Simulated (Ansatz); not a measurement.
# Hf₃N₄ — field gradients at the nuclei

The cell is a computed structure from the Materials Project (it need not be an observed phase), atoms as given.

```yaml
crystal:
  lattice:
    - [-3.35755, 3.35755, 3.35755]
    - [3.35755, -3.35755, 3.35755]
    - [3.35755, 3.35755, -3.35755]
  atoms:
    - { symbol: Hf, position: [0.87500, 0.25000, 0.12500] }
    - { symbol: Hf, position: [0.12500, 0.87500, 0.25000] }
    - { symbol: Hf, position: [0.37500, 0.62500, 0.75000] }
    - { symbol: Hf, position: [0.25000, 0.12500, 0.87500] }
    - { symbol: Hf, position: [0.75000, 0.37500, 0.62500] }
    - { symbol: Hf, position: [0.62500, 0.75000, 0.37500] }
    - { symbol: N, position: [0.50000, 0.00000, 0.63367] }
    - { symbol: N, position: [0.13367, 0.50000, 0.00000] }
    - { symbol: N, position: [0.36633, 0.36633, 0.36633] }
    - { symbol: N, position: [0.00000, 0.13367, 0.50000] }
    - { symbol: N, position: [0.86633, 0.86633, 0.86633] }
    - { symbol: N, position: [0.00000, 0.63367, 0.50000] }
    - { symbol: N, position: [0.50000, 0.00000, 0.13367] }
    - { symbol: N, position: [0.63367, 0.50000, 0.00000] }
```

Atom numbers follow the list; atoms alike are taken as one site, whose name carries the number of the first.

The numbers come from a DFT calculation in Ansatz (PBE, plane waves and PAW, scalar-relativistic, 420 eV cutoff, Γ-centred 6×6×6 k-points, Fermi–Dirac smearing 0.02 eV).

V_zz is the principal component of the electric field gradient with the largest magnitude, η = (V_xx − V_yy)/V_zz and C_Q = eQV_zz/h. Directions are in the Cartesian axes of the cell vectors above, for the atom listed; none is given where the gradient is under 0.02 or η is above 0.95.

Question: Give the quadrupolar parameters of the distinct sites.

Answer: 

```csv
site,first atom,first shell,V_zz (10²¹ V/m²),η,"direction of V_zz (x, y, z)"
Hf,1,8 N at 2.21–2.45 Å,27.7,0.00,0.00 1.00 0.00
N,7,6 Hf at 2.21–2.45 Å,0.83,0.00,-0.58 -0.58 0.58
```

An axis of threefold or higher order runs through Hf and N, so V_zz lies along it and η is zero.

Without spin–orbit coupling the gradients at and beside Hf can be off by some per cent, at some sites by more.

The run took 40 s of wall time (40 s of CPU time) and 0.52 GiB at its peak, on 1 thread of Arm Neoverse V2 (aarch64; 8 cores open to the job, memory cap 2.5 GiB, no GPU), a shared host with a load of 0.4 a core.
